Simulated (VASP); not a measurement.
Set up this calculation in VASP 6.6.1, as the native input.

| Quantity | Value |
| --- | --- |
| Task | single point |
| Functional | PBE |
| Potentials or basis | VASP PAW PBE potentials, release 64 (In_d, As) |
| Cutoff | 520 eV |
| k mesh | 4 × 4 × 4 |
| Occupations | gaussian, width 0.1 eV |
| Spin | no spin polarisation |
| Dipole correction | no |
| Further INCAR settings | ALGO = Normal; EDIFF = 1e-06; NBANDS = 30 |

The structure of In3As lies in POSCAR:

```
In3As
1.0
    4.6716809300      0.0000000000      0.0000000000
    0.0000000000      4.6716809300      0.0000000000
    0.0000000000      0.0000000000      4.6716809300
In As
3 1
Direct
    0.0000000000      0.5000000000      0.5000000000
    0.5000000000      0.0000000000      0.5000000000
    0.5000000000      0.5000000000      0.0000000000
    0.0000000000      0.0000000000      0.0000000000
```

The cell comes from a database or a generator and needn't be the stable form of this composition.

The input as run:

INCAR

```
SYSTEM = In3As
  PREC = Accurate
  ENCUT = 520
  EDIFF = 1E-6
  ISMEAR = 0
  SIGMA = 0.1
  LREAL = .False.
  LASPH = .True.
  NELM = 100
  ALGO = Normal
  ISIF = 2
  LWAVE = .False.
  LCHARG = .False.
  GGA = PE
  NBANDS = 30
```

KPOINTS

```
Automatic mesh
0
Gamma
  4 4 4
  0 0 0
```

Potentials or basis: VASP PAW PBE potentials, release 64 (In_d, As).

Launch:

```bash
$ cat potpaw_PBE.64/In_d/POTCAR potpaw_PBE.64/As/POTCAR > POTCAR
$ mpirun -np 1 vasp_std > vasp.out
```

Results of the run:

* Pressure: -0.1 GPa
* Band gap on the k mesh: none (metal or under the smearing width)

Run time: 17 s on 1 thread of Intel(R) Xeon(R) 6975P-C (Granite Rapids), on a shared host, peak memory 0.2 GiB.
